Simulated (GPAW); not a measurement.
# SrO (Fm-3m) in GPAW: further runs

One crystal, SrO, is run at these levels: LDA, WC; tasks: band structure, equation of state.

Program: GPAW 26.7.0. These are calculated values, not measurements. Logs are shortened: lines on timing, memory, paths and dates and some standing lists are left out, and cuts for length are marked. The log counts tension as positive stress, the text compression.

## Step 1: The crystal as given

It takes space group Fm-3m (No. 225, cubic). Conventional cell: a = 5.133 Å, b = 5.133 Å, c = 5.133 Å, α = 90.00°, β = 90.00°, γ = 90.00°. Around Sr (site symmetry m-3m) lie 6 O at 2.57 Å. O (site symmetry m-3m) is surrounded by 6 Sr at 2.57 Å.

## Step 2: Band structure, LDA, spin-orbit coupling, no magnetisation

The input, run.py:

```python
import numpy as np
from ase import Atoms
from ase.dft.bandgap import bandgap
from ase.io import write
from ase.units import GPa
from gpaw import GPAW, PW
from gpaw.spinorbit import soc_eigenstates

atoms = Atoms(['Sr', 'O'],
              cell=[[0.0, 2.5663, 2.5663],
                    [2.5663, 0.0, 2.5663],
                    [2.5663, 2.5663, 0.0]],
              scaled_positions=[[0.5, 0.5, 0.5],
                                [0.0, 0.0, 0.0]],
              pbc=True)

calc = GPAW(mode=PW(800),
            xc='LDA',
            kpts={'size': (7, 7, 7), 'gamma': True},
            occupations={'name': 'fermi-dirac', 'width': 0.05},
            nbands=16,
            convergence={'density': 1e-05, 'energy': 1e-05},
            maxiter=150,
            txt='gpaw.txt')
atoms.calc = calc
energy = atoms.get_potential_energy()
forces = atoms.get_forces()
stress = atoms.get_stress()
calc.write('gs.gpw')
write('result.traj', atoms)
print(f'Energy: {energy:.6f} eV')
print('Forces (eV/A):')
print(forces.round(4))
print('Stress (GPa):', (stress / GPa).round(3))
print('Fermi level:', round(calc.get_fermi_level(), 4), 'eV')
print(f'Gap: {bandgap(calc)[0]:.4f} eV, direct: {bandgap(calc, direct=True)[0]:.4f} eV')

path = atoms.cell.bandpath('GXWKGLUWLK,UX', npoints=60, eps=1e-4)
bs_calc = calc.fixed_density(kpts=path, symmetry='off', nbands=26,
                             convergence={'bands': 'CBM+6.0', 'eigenstates': 1e-6}, txt='bands.txt')
bs = bs_calc.band_structure()
bs.write('bs.json')
print(f'Gap on the path: {bandgap(bs_calc)[0]:.4f} eV')

soc = soc_eigenstates(bs_calc, theta=0, phi=0)
np.savetxt('soc_bands.dat', soc.eigenvalues(), fmt='%.4f')
mesh = soc_eigenstates('gs.gpw', theta=0, phi=0)
np.savetxt('soc_mesh.dat', mesh.eigenvalues(), fmt='%.4f')
print('Fermi level with spin-orbit coupling:', round(mesh.fermi_level, 4), 'eV')
```

Potentials or basis: the program's PAW data sets (release 1.2.1) made for this functional, pw.

Run with:

```bash
$ OMP_NUM_THREADS=1 python run.py
```

gpaw.txt:

```text
__  _  _
 | _ |_)|_||  |
 |__||  | ||/\| - 26.7.0

Input parameters:
  mode=PW(ecut=800.0),
  convergence={'density': 1e-05, 'energy': 1e-05},
  kpts=MonkhorstPack(size=(7, 7, 7), gamma=True),
  maxiter=150,
  nbands=16,
  occupations=Occupations(name='fermi-dirac', width=0.05),
  xc=XC(name='LDA')

Diagonalizing LCAO Hamiltonian
Converting LCAO to pw mode

               Sr

       O

Atoms  # Å, Bohr magnetons
|   | symbol |        x |        y |        z |    initial magnetic moments |
|---|--------|----------|----------|----------|-----------------------------|
| 0 |     Sr | 2.566300 | 2.566300 | 2.566300 | ( 0.0000,  0.0000,  0.0000) |
| 1 |      O | 0.000000 | 0.000000 | 0.000000 | ( 0.0000,  0.0000,  0.0000) |

Unit cell  # Å
| periodic |        x |        y |        z |  lengths |    angles |
|----------|----------|----------|----------|----------|-----------|
|      yes | 0.000000 | 2.566300 | 2.566300 | 3.629296 | 60.000000 |
|      yes | 2.566300 | 0.000000 | 2.566300 | 3.629296 | 60.000000 |
|      yes | 2.566300 | 2.566300 | 0.000000 | 3.629296 | 60.000000 |

Number of symmetries: 48
Symmetry operations  # r_c * U_cc + t_c -> r_c
|    | kind |            matrix            |
|----|------|------------------------------|
|  0 |  σ   |  1, 0, 0,  1, 0,-1,  1,-1, 0 |
|  1 |  C2  |  1, 0, 0,  1,-1, 0,  1, 0,-1 |
|  2 |  E   |  1, 0, 0,  0, 1, 0,  0, 0, 1 |
|  3 |  σ   |  1, 0, 0,  0, 0, 1,  0, 1, 0 |
|  4 |  C4  |  1, 0,-1,  1, 0, 0,  1,-1, 0 |
|  5 |  S6  |  1, 0,-1,  1,-1, 0,  1, 0, 0 |
|  6 |  σ   |  1, 0,-1,  0, 1,-1,  0, 0,-1 |
|  7 |  C3  |  1, 0,-1,  0, 0,-1,  0, 1,-1 |
|  8 |  S6  |  1,-1, 0,  1, 0, 0,  1, 0,-1 |
|  9 |  C4  |  1,-1, 0,  1, 0,-1,  1, 0, 0 |
| 10 |  C3  |  1,-1, 0,  0,-1, 1,  0,-1, 0 |
| 11 |  σ   |  1,-1, 0,  0,-1, 0,  0,-1, 1 |
| 12 |  σ   |  0, 1, 0,  1, 0, 0,  0, 0, 1 |
| 13 |  C4  |  0, 1, 0,  0, 1,-1, -1, 1, 0 |
| 14 |  C3  |  0, 1, 0,  0, 0, 1,  1, 0, 0 |
| 15 |  S6  |  0, 1, 0, -1, 1, 0,  0, 1,-1 |
| 16 |  C2  |  0, 1,-1,  1, 0,-1,  0, 0,-1 |
| 17 |  σ   |  0, 1,-1,  0, 1, 0, -1, 1, 0 |
| 18 |  S4  |  0, 1,-1,  0, 0,-1,  1, 0,-1 |
| 19 |  C4  |  0, 1,-1, -1, 1, 0,  0, 1, 0 |
| 20 |  C3  |  0, 0, 1,  1, 0, 0,  0, 1, 0 |
| 21 |  σ   |  0, 0, 1,  0, 1, 0,  1, 0, 0 |
| 22 |  S6  |  0, 0, 1,  0,-1, 1, -1, 0, 1 |
| 23 |  C4  |  0, 0, 1, -1, 0, 1,  0,-1, 1 |
| 24 |  S4  |  0, 0,-1,  1, 0,-1,  0, 1,-1 |
| 25 |  C3  |  0, 0,-1,  0, 1,-1,  1, 0,-1 |
| 26 |  C2  |  0, 0,-1,  0,-1, 0, -1, 0, 0 |
| 27 |  S6  |  0, 0,-1, -1, 0, 0,  0,-1, 0 |
| 28 |  S4  |  0,-1, 1,  1,-1, 0,  0,-1, 0 |
| 29 |  C4  |  0,-1, 1,  0, 0, 1, -1, 0, 1 |
| 30 |  C2  |  0,-1, 1,  0,-1, 0,  1,-1, 0 |
| 31 |  σ   |  0,-1, 1, -1, 0, 1,  0, 0, 1 |
| 32 |  C3  |  0,-1, 0,  1,-1, 0,  0,-1, 1 |
| 33 |  S6  |  0,-1, 0,  0, 0,-1, -1, 0, 0 |
| 34 |  S4  |  0,-1, 0,  0,-1, 1,  1,-1, 0 |
| 35 |  C2  |  0,-1, 0, -1, 0, 0,  0, 0,-1 |
| 36 |  C2  | -1, 1, 0,  0, 1, 0,  0, 1,-1 |
| 37 |  S6  | -1, 1, 0,  0, 1,-1,  0, 1, 0 |
| 38 |  S4  | -1, 1, 0, -1, 0, 1, -1, 0, 0 |
| 39 |  C3  | -1, 1, 0, -1, 0, 0, -1, 0, 1 |
| 40 |  S6  | -1, 0, 1,  0, 0, 1,  0,-1, 1 |
| 41 |  C2  | -1, 0, 1,  0,-1, 1,  0, 0, 1 |
| 42 |  C3  | -1, 0, 1, -1, 1, 0, -1, 0, 0 |
| 43 |  S4  | -1, 0, 1, -1, 0, 0, -1, 1, 0 |
| 44 |  C2  | -1, 0, 0,  0, 0,-1,  0,-1, 0 |
| 45 |  i   | -1, 0, 0,  0,-1, 0,  0, 0,-1 |
| 46 |  σ   | -1, 0, 0, -1, 1, 0, -1, 0, 1 |
| 47 |  C2  | -1, 0, 0, -1, 0, 1, -1, 1, 0 |

BZ-sampling:
  Number of BZ points: 343
  Number of IBZ points: 20

  Monkhorst-Pack size: [7, 7, 7]
  Monkhorst-Pack shift: [0, 0, 0]

K-points  # in reciprocal-cell coordinates
[... 60 lines left out ...]

    Using partial waves for Sr as LCAO basis

  O:
    name:    Oxygen
    Z:       8.0
    valence: 6
    core:    2
    charge:  0.0  # [|e|]
    compensation charges:
      type: gauss
      rc: 0.21  # [Å]
      lmax: 2
    cutoffs:
      filter: 1.17  # [Å]
      core: 0.83  # [Å]
    projectors
    | kind |    occ | energy [eV] | rcut [Å] |
    |------|--------|-------------|----------|
    |   2s |  2.000 |     -23.752 |    0.688 |
    |   2p |  4.000 |      -9.195 |    0.598 |
    |    s |        |       3.459 |    0.688 |
    |    p |        |      18.016 |    0.598 |
    |    d |        |       0.000 |    0.619 |

    Using partial waves for O as LCAO basis

Reference energy: -88424.643132  # eV

eigensolver:
  PPCG
  Converge bands: occupied
  niter=2

density mixing:
  MSR1-Mixer
  Pratt-step length: 0.05
  Maximum mixing coefficient: 0.75
  Old densities: 10
  SVD Regularization: 0.005
  Good broyden scale: 1.0
  Trust region scale: 1.0
  Backstep threshold: 4.0
  History deletion threshold: 6.0
  Fourier metric: weight=20.0, sigma=0.015

occupation numbers:
  Fermi-Dirac:
    width: 0.0500  # eV

poisson solver:
  ecut: 6400.0  # eV

xc functional:
  name: None

convergence criteria:
- Maximum integral of absolute [dens]ity change: 1e-05 electrons / valence electron
- Maximum [total energy] change in last 3 cyles: 1e-05 eV / valence electron
- Maximum integral of absolute [eigenst]ate change: 4e-08 eV^2 / valence electron
maximum number of iterations: 150

SCF iterations
|iter     | |      energy | eigst |  dens |
|---------|-|-------------|-------|-------|
|iter:   1| |  -15.238974 | +0.49 |       |
|iter:   2| |  -14.753087 | -1.96 | -0.92 |
|iter:   3| |  -13.687916 | -1.27 | -0.99 |
|iter:   4| |  -13.665918 | -2.77 | -1.44 |
|iter:   5| |  -13.659237 | -3.42 | -1.66 |
|iter:   6| |  -13.658932 | -4.66 | -2.70 |
|iter:   7| |  -13.658942 | -5.83 | -3.12 |
|iter:   8| |  -13.658942c| -7.38 | -3.77 |
|iter:   9| |  -13.658942c| -7.60c| -4.43 |
|iter:  10| |  -13.658942c| -8.40c| -5.27c|

Converged in 10 steps
Energy contributions relative to reference atoms: (reference = -88424.643132)

Energy contributions:
  Kinetic:          13.400452
  Coulomb:         -11.049644
  Zero:             -0.136486
  External:          0.000000
  Xc:              -15.873265
  Entropy:          -0.000000
  Spinorbit:         0.000000
  ----------------------------
  Free energy:     -13.658942
  Extrapolated:    -13.658942

dipole moment: (-14.381016, -14.381016, -14.381016)  # |e|*Ang

Fermi level: 5.744
Eigenvalues  # (at kpt = [0.000, 0.000, 0.000])
| band index |      eig [eV] | occ [0-2] |
|------------|---------------|-----------|
|          0 |       -27.308 |     2.000 |
|          1 |        -9.990 |     2.000 |
|          2 |        -8.980 |     2.000 |
|          3 |        -8.980 |     2.000 |
|          4 |        -8.980 |     2.000 |
|          5 |         4.739 |     2.000 |
[... 8 lines left out ...]
|         14 |        16.977 |     0.000 |
|         15 |        27.827 |     0.000 |

Gap: 3.297 eV
Transition (v -> c):
  (s=0, k=0, n=7, [0.00, 0.00, 0.00]) -> (s=0, k=16, n=8, [0.43, 0.43, 0.00])
Direct/indirect transitions are different
Direct gap: 3.381 eV
Transition at: (s=0, k=16, n=7, [0.43, 0.43, 0.00])

Forces  # eV/Ang
|       x |        y |        z |
|---------|----------|----------|
| 0.00000 | -0.00000 |  0.00000 |  # Sr   0
| 0.00000 | -0.00000 | -0.00000 |  # O    1

Stress tensor  # eV/Ang^3
|         x |         y |         z |
|-----------|-----------|-----------|
|  0.020228 | -0.000000 | -0.000000 |
| -0.000000 |  0.020228 | -0.000000 |
| -0.000000 | -0.000000 |  0.020228 |

# Writing to gs.gpw (mode='')
```

bands.txt:

```text
Diagonalizing LCAO Hamiltonian
Converting LCAO to pw mode
convergence criteria:
- Maximum integral of absolute [eigenst]ate change: 1e-06 eV^2 / valence electron
maximum number of iterations: 150

SCF iterations
|iter     | |      energy | eigst |  dens |
|---------|-|-------------|-------|-------|
|iter:   1| |             | +0.82 |       |
[... 65 lines left out ...]
         [0.41071429, 0.41071429, 0.67857143],
         [0.39285714, 0.39285714, 0.71428571],
         [0.375     , 0.375     , 0.75      ],
         [0.625     , 0.25      , 0.625     ],
         [0.59375   , 0.1875    , 0.59375   ],
         [0.5625    , 0.125     , 0.5625    ],
         [0.53125   , 0.0625    , 0.53125   ],
         [0.5       , 0.        , 0.5       ]])),
  maxiter=150,
  nbands=26,
  occupations=Occupations(name='fermi-dirac', width=0.05),
  symmetry=Symmetry(point_group=False, time_reversal=False),
  xc=XC(name='LDA')
```

It took 38 s on 1 thread of Arm Neoverse V1, shared host; peak memory 0.25 GiB.

What came out:

| Item | Value |
| --- | --- |
| Free energy | -13.6589 eV |
| Pressure | -3.2 GPa |
| Band gap on the k mesh | 3.27 eV, indirect (least direct gap 3.34 eV) |
| Band gap along the path | 3.18 eV, indirect (least direct gap 3.23 eV) |

Levels at the corners of the path, in eV from the valence-band top:
| point | band 13 | band 14 | band 15 | band 16 | band 17 | band 18 | band 19 | band 20 |
| --- | --- | --- | --- | --- | --- | --- | --- | --- |
| Γ | 0.00 | 0.00 | 0.00 | 0.00 | 3.83 | 3.83 | 6.17 | 6.17 |
| X | -0.13 | -0.13 | -0.05 | -0.05 | 3.18 | 3.18 | 7.83 | 7.83 |
| W | -0.48 | -0.48 | -0.38 | -0.38 | 5.94 | 5.94 | 5.94 | 5.94 |
| K | -0.58 | -0.58 | -0.46 | -0.46 | 4.70 | 4.70 | 7.82 | 7.82 |
| Γ | 0.00 | 0.00 | 0.00 | 0.00 | 3.83 | 3.83 | 6.17 | 6.17 |
| L | -1.14 | -1.14 | -1.13 | -1.13 | 6.51 | 6.51 | 8.23 | 8.23 |
| U | -0.58 | -0.58 | -0.46 | -0.46 | 4.70 | 4.70 | 7.82 | 7.82 |
| W | -0.48 | -0.48 | -0.38 | -0.38 | 5.94 | 5.94 | 5.94 | 5.94 |
| L | -1.14 | -1.14 | -1.13 | -1.13 | 6.51 | 6.51 | 8.23 | 8.23 |
| K | -0.58 | -0.58 | -0.46 | -0.46 | 4.70 | 4.70 | 7.82 | 7.82 |
| U | -0.58 | -0.58 | -0.46 | -0.46 | 4.70 | 4.70 | 7.82 | 7.82 |
| X | -0.13 | -0.13 | -0.05 | -0.05 | 3.18 | 3.18 | 7.83 | 7.83 |

Caveat: spin-orbit coupling was added after a scalar SCF, so levels and gaps hold it while energy, forces, pressure and moments don't; this program's spin-orbit splittings come out too wide for heavy elements; the mesh misses the band edges, which the band path finds closer together.

## Step 3: Equation of state, WC

The input, run.py:

```python
from ase.eos import EquationOfState
from ase.io import Trajectory, read
from ase.units import GPa
from gpaw import GPAW, PW, setup_paths

setup_paths.insert(0, '.')

atoms = read('SrO.cif')

traj = Trajectory('eos.traj', 'w')
volumes, energies = [], []
for x in [0.94, 0.96, 0.98, 1.0, 1.02, 1.04, 1.06]:
    a = atoms.copy()
    a.set_cell(atoms.cell * x**(1 / 3), scale_atoms=True)
    calc = GPAW(mode=PW(800),
                xc='WC',
                kpts={'size': (7, 7, 7), 'gamma': True},
                occupations={'name': 'fermi-dirac', 'width': 0.05},
                nbands=16,
                convergence={'density': 1e-05, 'energy': 1e-05},
                maxiter=150,
                txt=f'eos-{x:.2f}.txt')
    a.calc = calc
    energies.append(a.get_potential_energy(force_consistent=True))
    volumes.append(a.get_volume())
    p = -a.get_stress()[:3].mean() / GPa
    calc.write(f'eos-{x:.2f}.gpw')
    traj.write(a)
    print(f'{x:.2f} {volumes[-1]:10.4f} A^3 {energies[-1]:14.6f} eV {p:9.3f} GPa', flush=True)

v0, e0, B = EquationOfState(volumes, energies, eos='birchmurnaghan').fit()
print(f'V0 = {v0:.4f} A^3, E0 = {e0:.6f} eV, B0 = {B / GPa:.2f} GPa')
```

The input, SrO.cif:

```cif
data_SrO
_cell_length_a 3.62929627
_cell_length_b 3.62929627
_cell_length_c 3.62929627
_cell_angle_alpha 60.00000000
_cell_angle_beta 60.00000000
_cell_angle_gamma 60.00000000
_space_group_name_H-M_alt 'P1'
_space_group_name_Hall 'P 1'
_space_group_IT_number 1
loop_
_space_group_symop_operation_xyz
'x,y,z'
loop_
_atom_site_label
_atom_site_type_symbol
_atom_site_symmetry_multiplicity
_atom_site_Wyckoff_symbol
_atom_site_fract_x
_atom_site_fract_y
_atom_site_fract_z
_atom_site_occupancy
Sr1 Sr 1 a 0.5000000000 0.5000000000 0.5000000000 1
O1 O 1 a 0.0000000000 0.0000000000 0.0000000000 1
```

Potentials or basis: PAW data sets generated in the run's folder for this functional, pw.

Run with:

```bash
$ gpaw-setup -f WC O Sr
$ OMP_NUM_THREADS=1 python run.py
```

Run time: 88 s. Hardware: 1 thread of Arm Neoverse V1, shared host; peak memory 0.22 GiB.

It converged, with:

- Equilibrium volume: 16.91 Å³/atom
- Bulk modulus: 94 GPa
- Pressure derivative of the bulk modulus: 4.5

Energy against volume, from the lowest point:
```
volume (Å³/atom)  energy (meV/atom)
          15.887              20.28
          16.225               8.73
          16.563               2.16
          16.901               0.00
          17.239               1.83
          17.577               7.20
          17.915              15.78
```
